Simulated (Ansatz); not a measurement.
**BaS: energies, forces and stress near the listed structure**

How do energy, forces, pressure and gap of BaS change under moves of single atoms, random distortions, further strains and shifts, swapped elements? Each case is one self-consistent run.

Method: DFT PBEsol, scalar-relativistic, plane waves, PAW, in Ansatz 0.2.0.

3 further runs of the same task are left out: 2 that didn't finish, 1 set aside as unsound or not needed.

**1. The starting structure**

It takes space group Fm-3m (No. 225, cubic). Conventional cell: a = 6.388 Å, b = 6.388 Å, c = 6.388 Å, α = 90.00°, β = 90.00°, γ = 90.00°. Ba (site symmetry m-3m) is surrounded by 6 S at 3.19 Å. S (site symmetry m-3m) has 6 Ba at 3.19 Å as nearest neighbours.

Structure file:

```
Ba S
1.0
     0.00000    3.19375    3.19375
     3.19375    0.00000    3.19375
     3.19375    3.19375    0.00000
Ba S
1 1
Direct
  0.00000 0.00000 0.00000
  0.50000 0.50000 0.50000
```

The structure comes from the Crystallography Open Database.

**2. One element swapped, cell strained: Ba → Ca, first probe**

The change: Ca takes all sites of Ba, and lengths are scaled by 0.927 as a first guess of the size; strain xx, yy, zz, yz, xz, xy = +3.8, +3.8, +3.8, +0.0, +0.0, +0.0 %.

Contents of input.yaml:

```yaml
crystal:
  lattice:
    - [0.0, 3.0726356943, 3.0726356943]
    - [3.0726356943, 0.0, 3.0726356943]
    - [3.0726356943, 3.0726356943, 0.0]
  atoms:
    - { symbol: Ca, position: [0.0, 0.0, 0.0] }
    - { symbol: S, position: [0.5, 0.5, 0.5] }
basis:
  ecutwfc: 420
kpoints:
  mp_grid: { grid: [6, 6, 6] }
hamiltonian:
  xc: pbesol
scf:
  occupations: { method: gaussian, width: 0.1 }
output:
  forces: true
  stress: true
  eigenvalues: true
```

Command:

```sh
$ ansatz run input.yaml --threads 1 --pin off --max-ram 1331MiB --backend cpu --events-out ev --progress --plain --runs-dir out
```

**3. Substitution of an element, cell strained: Ba → Ca**

input.yaml, as its differences from that of step 2:

```diff
@@ -15,3 +15,3 @@
 scf:
-  occupations: { method: gaussian, width: 0.1 }
+  occupations: { method: gaussian, width: 0.02 }
 output:
```

**4. A change within a subgroup**

Contents of input.yaml:

```yaml
crystal:
  lattice:
    - [0.0, 3.083948875, 3.0825116875]
    - [3.0575365625, -0.0221965625, 3.10470825]
    - [3.0575365625, 3.1061454375, -0.0221965625]
  atoms:
    - { symbol: Ba, position: [0.0002358493, 0.0066379103, -0.0066379103] }
    - { symbol: S, position: [0.4997641507, 0.4933620897, 0.5066379103] }
basis:
  ecutwfc: 420
kpoints:
  mp_grid: { grid: [8, 8, 8] }
hamiltonian:
  xc: pbesol
scf:
  occupations: { method: gaussian, width: 0.02 }
output:
  forces: true
  stress: true
  eigenvalues: true
```

**5. One atom moved**

Contents of input.yaml:

```yaml
crystal:
  lattice:
    - [0.0, 3.19375, 3.19375]
    - [3.19375, 0.0, 3.19375]
    - [3.19375, 3.19375, 0.0]
  atoms:
    - { symbol: Ba, position: [0.0352250489, -0.0352250489, 0.0352250489] }
    - { symbol: S, position: [0.5, 0.5, 0.5] }
basis:
  ecutwfc: 420
kpoints:
  mp_grid: { grid: [8, 8, 8] }
hamiltonian:
  xc: pbesol
scf:
  occupations: { method: gaussian, width: 0.02 }
output:
  forces: true
  stress: true
  eigenvalues: true
```

**6. A random distortion, cell strained**

Contents of input.yaml:

```yaml
crystal:
  lattice:
    - [0.052441375, 3.14609925, 3.3311770625]
    - [3.3114396875, -0.010539375, 3.3941578125]
    - [3.4236680625, 3.321308375, -0.12276775]
  atoms:
    - { symbol: Ba, position: [0.0350794521, -0.0285385519, 0.0050802348] }
    - { symbol: S, position: [0.4649205479, 0.5285385519, 0.4949197652] }
basis:
  ecutwfc: 420
kpoints:
  mp_grid: { grid: [8, 8, 8] }
hamiltonian:
  xc: pbesol
scf:
  occupations: { method: gaussian, width: 0.02 }
output:
  forces: true
  stress: true
  eigenvalues: true
  populations: true
```

**7. A distortion of lower symmetry**

Contents of input.yaml:

```yaml
crystal:
  lattice:
    - [0.2555, 3.080882875, 3.080882875]
    - [3.336382875, 0.0, 3.336382875]
    - [3.336382875, 3.336382875, 0.0]
  atoms:
    - { symbol: Ba, position: [0.0, 0.0, 0.0] }
    - { symbol: S, position: [0.5, 0.5, 0.5] }
basis:
  ecutwfc: 420
kpoints:
  mp_grid: { grid: [8, 8, 8] }
hamiltonian:
  xc: pbesol
scf:
  occupations: { method: gaussian, width: 0.02 }
output:
  forces: true
  stress: true
  eigenvalues: true
```

**8. Random moves and strain, cell strained**

Contents of input.yaml:

```yaml
crystal:
  lattice:
    - [-0.0789814375, 3.2342148125, 3.25315375]
    - [3.1049318125, 0.082079375, 3.0920929375]
    - [3.217575375, 3.1857975625, -0.0305641875]
  atoms:
    - { symbol: Ba, position: [0.0384908023, -0.012258317, -0.0023921722] }
    - { symbol: S, position: [0.4615091977, 0.512258317, 0.5023921722] }
basis:
  ecutwfc: 420
kpoints:
  mp_grid: { grid: [8, 8, 8] }
hamiltonian:
  xc: pbesol
scf:
  occupations: { method: gaussian, width: 0.02 }
output:
  forces: true
  stress: true
  eigenvalues: true
  write_density: true
  write_potential: true
  elf: true
  volumetric_format: npy
```

**Question.** What will these runs give? Wanted: for each run, case; energy; pressure; largest force.

The runs gave:

```
step                                                case  energy (meV/atom)  pressure (GPa)  largest force (eV/Å)  gap on the mesh (eV)
   3  substitution of an element, cell strained: Ba → Ca                n/a            -9.3                  0.00                  2.60
   4                          a change within a subgroup               +0.0             4.1                  0.15                  1.87
   5                                      one atom moved               -2.6            -0.6                  0.49                  2.16
   6                  a random distortion, cell strained             +115.1            -4.2                  0.47                  2.27
   7                      a distortion of lower symmetry               +7.6            -1.9                  0.00                  1.88
   8              random moves and strain, cell strained              +29.6             0.2                  0.68                  2.28
```

Energies are counted from step 4, with the smearing taken to zero. Other atoms or functionals have another zero of energy (n/a). 

Among the distorted cells of the listed formula and level the largest force, 0.68 eV/Å, comes in step 8, shared by 2 atoms. The pressure is 4.1 GPa in the smallest cell and -4.2 GPa in the largest; between them shape and moved atoms count too. Among the distorted cells of the listed formula and level the gap runs from 1.87 eV to 2.28 eV.

The gaps are Kohn-Sham values of a semilocal functional, not quasiparticle or optical gaps. Such gaps usually fall short of the measured ones.
